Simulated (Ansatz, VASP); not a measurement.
**Fe in VASP and in Ansatz**

```
CELL_PARAMETERS angstrom
0.00000 1.72963 1.72963
1.72963 0.00000 1.72963
1.72963 1.72963 0.00000
ATOMIC_POSITIONS crystal
Fe 0.00000 0.00000 0.00000
```

Change from the starting cell: volume scaled by 0.98.

Alike in both runs: task single point; functional PBE; k mesh 18 × 18 × 18; occupations fermi-dirac, width 0.05 eV; collinear spin.

|  | VASP | Ansatz |
| --- | --- | --- |
| version | VASP 6.6.1 | Ansatz 0.2.0 |
| potentials or method | VASP PAW PBE potentials, release 64 (Fe), cutoff 520 eV | all-electron LAPW, scalar-relativistic |

Ansatz gave:

| Quantity | Value |
| --- | --- |
| pressure (GPa) | 4.7 |
| net moment per atom (μB) | 0.95 |
| size of the moment on the site where the two differ most (μB) | 0.97 |

**Question.** What did VASP give for the same quantities?

**Answer.** Pressure (GPa): 4.1; net moment per atom (μB): 0.96; size of the moment on the site where the two differ most (μB): 0.95.

Site moments also hang on the region over which each program counts them. Ansatz ran all-electron here, so the differences hold the error of VASP's frozen core and of both bases.
